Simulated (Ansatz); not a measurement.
Reaction (substitution at a C–C bond): `F/C=C(\F)C(F)(F)F` + CH₃OH → `CO/C(F)=C/F` + `FC(F)F`

Isolated molecules relaxed with PBE0-D4/def2-TZVP in Ansatz; ΔE leaves out vibrations. CCSD(T)/CBS adds triple-zeta CCSD(T) − MP2 to the extrapolated MP2 energy (def2 sets, frozen cores). This one scheme is used for every species. Double bonds are as drawn, so ΔE can hold a change between cis and trans. Each species was taken in one conformer, which may not be the lowest.

`F/C=C(\F)C(F)(F)F`:

```xyz
9

F    -1.547   -2.060   -0.070
C    -0.955   -0.924   -0.394
C    -0.017   -0.391    0.371
F     0.391   -0.951    1.501
C     0.685    0.892    0.051
F     0.235    1.411   -1.093
F     0.500    1.794    1.018
F     2.001    0.703   -0.067
H    -1.292   -0.473   -1.316
```

CH₃OH:

Z-matrix (Å, degrees):
```
C
O 1 1.409
H 1 1.097 2 112.4
H 1 1.090 2 107.0 3 -118.5
H 1 1.097 2 112.4 3 123.0
H 2 0.959 1 108.5 3 -61.6
```

`CO/C(F)=C/F`:

Z-matrix (Å, degrees):
```
C
O 1 1.428
H 1 1.091 2 110.9
H 1 1.094 2 110.2 3 -121.9
H 1 1.088 2 106.1 3 119.1
C 2 1.328 1 114.9 3 62.3
C 6 1.324 2 123.4 1 121.6
F 6 1.333 2 114.9 1 -60.9
F 7 1.335 6 121.5 2 174.1
H 7 1.080 6 122.7 2 -3.8
```

`FC(F)F`:

```xyz
5

F    -1.276   -0.293   -0.076
C     0.030   -0.038   -0.036
F     0.228    1.220   -0.424
F     0.446   -0.162    1.223
H     0.573   -0.728   -0.686
```

```csv
species,SCS-MP2/def2-QZVPP energy (Eh)
`F/C=C(\F)C(F)(F)F`,-613.44359
CH₃OH,-115.56242
`CO/C(F)=C/F`,-391.09293
`FC(F)F`,-337.91176
```

(1) Work out ΔE.

Largest T1 diagnostic among the species: 0.013.

## Answers

(1) ΔE = (-391.09293) + (-337.91176) − (-613.44359) − (-115.56242) = 0.00132 Eh = +0.04 eV. CCSD(T)/CBS gives +0.07 eV.

In def2-TZVPP, CCSD(T) changes the Hartree–Fock value by +0.09 eV (the triples alone add +0.00 eV) and MP2 by +0.09 eV.
